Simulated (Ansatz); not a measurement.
# TaC: zone-centre modes under pressure

TaC, Fm-3m, a = 4.476 Å. Ansatz: PBE, PAW, 420 eV, Γ-centred 16×16×16 mesh on 2 atoms, Fermi-Dirac smearing 0.15 eV; no spin polarisation. Cell and atoms are relaxed at each pressure with the symmetry kept; optical modes at Γ by linear response, in cm⁻¹, the highest.

```tsv
P (GPa)	V (Å³/atom)	ω1
0	11.212	537.2
7	10.982	?
18	10.664	592.3
35	10.250	636.0
```

Question: Get the mode's Grüneisen parameter γ = −d ln ω/d ln V from the other rows and predict the missing frequency.

Answer: ln(V/V0) = 0.0000, -0.0207, -0.0501, -0.0897; a line through ln(ω/ω0) of the 3 known rows gives ω1: γ = 1.885 (intercept 0.0010), predicted 559.1, computed 560.0. The miss is 0.2 %, or 4 % of the shift under pressure, so a constant γ serves at that level. In a metal these frequencies hang on the mesh and smearing.

Spin–orbit coupling is left out, which can shift energies with elements as heavy as these.

Cost: 4 runs of about 1.5 core-minutes in all, on Intel Xeon Platinum 8488C (Sapphire Rapids) (shared hosts).